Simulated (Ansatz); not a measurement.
BaSnO₃ (cubic perovskite, Pm-3m), the program Ansatz at the PBE level (PAW), all energies at zero smearing, with the estimated change up to a 700 eV cutoff added, with one set of potentials and settings (totals compare only within such a set). Cell of 5 atoms (1 Ba, 1 Sn, 3 O): -13679.511 eV.

```
element                            reference phase  E (eV/atom)
-------  -----------------------------------------  -----------
Ba                      Im-3m, 1 atoms in the cell   -5949.5401
Sn                      Fd-3m, 2 atoms in the cell   -6024.2128
O        C2/m, 4 atoms in the cell, spin-polarised    -565.0000
```

Formation energy per atom, worked out: (-13679.511 − 1×(-5949.5401) − 1×(-6024.2128) − 3×(-565.0000))/5 = -2.152 eV/atom (-208 kJ per mol of atoms), at 0 K, without zero-point energy or fitted corrections.

The cell was relaxed with PBE under the symmetry of its start. At this level the phase is dynamically unstable (imaginary phonons). The references are the lowest solids computed at this level, not always the standard phases (solids in place of the gases). Spin–orbit coupling is left out wherever it is not named.

Potentials: the later of the program's two PAW sets.
